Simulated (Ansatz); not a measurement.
# Relaxing Mo

Method: DFT PBE, scalar-relativistic, plane waves, PAW in Ansatz. Run with 420 eV cutoff, 16×16×16 k-mesh, Gaussian smearing of 0.10 eV, no spin polarisation.

What was changed: biaxial strain in the a-b plane, c and atoms relaxed: -4.0 %.

Command:

```bash
ansatz run input.yaml --threads 1 --pin off --max-ram 2560MiB --backend cpu --events-out ev --progress --plain --runs-dir out
```

Input:

```yaml
crystal:
  lattice:
    - [3.0341781281, 0.0, 0.0]
    - [0.0, 3.0341781281, 0.0]
    - [0.0, 0.0, 3.23645667]
  atoms:
    - { symbol: Mo, position: [0.0, 0.0, 0.0] }
    - { symbol: Mo, position: [0.5, 0.5, 0.5] }
basis:
  ecutwfc: 420
kpoints:
  mp_grid: { grid: [16, 16, 16] }
hamiltonian:
  xc: pbe
scf:
  occupations: { method: gaussian, width: 0.1 }
output:
  forces: true
  stress: true
  eigenvalues: true
relax:
  adjacent_minimum: "off"
  f_tol: 0.008
  max_steps: 40
  cell: { stress_tol: 0.015, fix: [a, b, gamma] }
```

F is the free energy. Steps run on the plane waves of an earlier cell, but the last one, and at times one on the way, on a freshly chosen basis, so a repeated geometry can differ a little in energy. The held parts of the cell keep their stress, so P needn't end at zero.

At step 2 the energy rises: a step can overshoot before the optimiser corrects it.

Steps:

| step | F − F(1) (eV) | largest force component (eV/Å) | V (Å³/atom) | P (GPa) |
| --- | --- | --- | --- | --- |
| 1 | 0.0000 | 0.000 | 14.898 | 17.56 |
| 2 | 0.0048 | 0.000 | 15.244 | 10.77 |
| 3 | -0.0032 | 0.000 | 15.039 | 14.69 |
| 4 | -0.0032 | 0.000 | 15.031 | 14.83 |
| 5 | -0.0033 | 0.000 | 15.031 | 14.83 |

Relaxed structure:

```
CELL_PARAMETERS angstrom
3.03418 0.00000 0.00000
0.00000 3.03418 0.00000
0.00000 0.00000 3.26549
ATOMIC_POSITIONS crystal
Mo 0.00000 0.00000 0.00000
Mo 0.50000 0.50000 0.50000
```

Symmetry: I4/mmm, No. 139, tetragonal system. The conventional cell has a = 3.034 Å, b = 3.034 Å, c = 3.265 Å, α = 90.00°, β = 90.00°, γ = 90.00°. Mo (site symmetry 4/mmm) has 12 Mo at 2.70 to 3.03 Å as nearest neighbours.

The run converged. It took 53 s on 1 thread of Intel(R) Xeon(R) Platinum 8259CL CPU @ 2.50GHz (Skylake/Cascade Lake) (shared host), peak memory 0.51 GiB.